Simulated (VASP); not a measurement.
BN: relaxation of cell and atoms with PBE

The system is BN.

```
B N
1.0
     0.00000    1.81300    1.81300
     1.81300    0.00000    1.81300
     1.81300    1.81300    0.00000
B N
1 1
Cartesian
  0.0000 0.0000 0.0000
  0.9065 0.9065 0.9065
```

The cell is a database's computed one.

```yaml
Program: VASP 6.6.1
Task: relaxation of cell and atoms
Functional: PBE
Potentials_or_basis: VASP PAW PBE potentials, release 64 (B, N)
Cutoff: 600 eV
k_mesh: 12 × 12 × 12
Occupations: gaussian, width 0.02 eV
Spin: no spin polarisation
Further_INCAR_settings: ALGO = Normal; EDIFF = 1e-07; IBRION = 2; EDIFFG = -0.005; NSW = 90; ISIF = 3
```

```
Relaxed volume                         : 5.95 Å³/atom
Relaxed cell                           : a = 2.563 Å, b = 2.563 Å, c = 2.563 Å, α = 60.00°, β = 60.00°, γ = 60.00°
Space group after relaxing (to 0.05 Å) : F-43m (No. 216)
Energy gained by relaxing              : 0.0 meV/atom
Ionic steps                            : 3
Pressure after relaxing                : 0.0 GPa
Band gap on the k mesh                 : 4.45 eV, indirect (least direct gap 8.78 eV)
```

Final structure:
```
B N
1.0
     0.00000    1.81226    1.81226
     1.81226    0.00000    1.81226
     1.81226    1.81226    0.00000
B N
1 1
Direct
  0.00000 0.00000 0.00000
  0.25000 0.25000 0.25000
```

Levels at points of the mesh, in eV from the valence-band top:
```csv
k point,band 1,band 2,band 3,band 4,band 5,band 6,band 7,band 8
"(0.00, 0.00, 0.00)",-20.14,0.00,0.00,0.00,8.78,8.78,8.78,10.22
"(0.50, 0.00, 0.00)",-15.96,-10.62,-1.93,-1.93,10.04,10.66,10.66,15.18
"(0.50, 0.50, 0.00)",-14.61,-8.86,-4.87,-4.87,4.45,9.19,17.80,17.80
```

Wall time 8.8 s on 1 thread of Intel(R) Xeon(R) 6975P-C (Granite Rapids), with other jobs on the host, peak memory 0.12 GiB.

A k mesh can miss the band edges. Expect the measured gap to be larger: semilocal functionals such as PBE lack the derivative discontinuity.
